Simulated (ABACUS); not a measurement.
Runs of ABACUS 3.10.1 on Nb. The structure is cubic, space group Im-3m (No. 229). Conventional cell: a = 3.328 Å, b = 3.328 Å, c = 3.328 Å, α = 90.00°, β = 90.00°, γ = 90.00°. Around Nb (site symmetry m-3m) lie 8 Nb at 2.88 Å. 

```csv
task,level,potentials or basis,k mesh,symmetry key,threshold of the eigensolver,path,points for each segment of the path,gap on the mesh (eV),pressure (GPa),V0 of scaled cells (Å³/atom),B0 (GPa)
single point,AM05,"PseudoDojo NC SR 0.5 PBE standard, plane waves",9 × 9 × 9,1,-,-,-,none,-8.9,-,-
equation of state,AM05,"PseudoDojo NC SR 0.5 PBE standard, plane waves",9 × 9 × 9,1,-,-,-,-,-,(b),(a)
equation of state,B86bPBE,"SPMS ONCV 1.0 PBE, plane waves",9 × 9 × 9,1,-,-,-,-,-,18.24,169
single point,B86bPBE,"SPMS ONCV 1.0 PBE, plane waves",9 × 9 × 9,1,-,-,-,none,-1.7,-,-
```

Alike in all rows: no spin polarisation; cell as given; cutoff (eV) 1116; smearing fermi-dirac 0.05 eV.

Question: Estimate the missing entries.

Answer: (a) 181; (b) 17.46.

Caveats: the potentials were made for another functional, which shifts forces and pressure.

A k mesh can miss the band edges, and the runs leave out spin-orbit coupling on Nb.

A gap of «none» marks a metal or a gap under the smearing width.
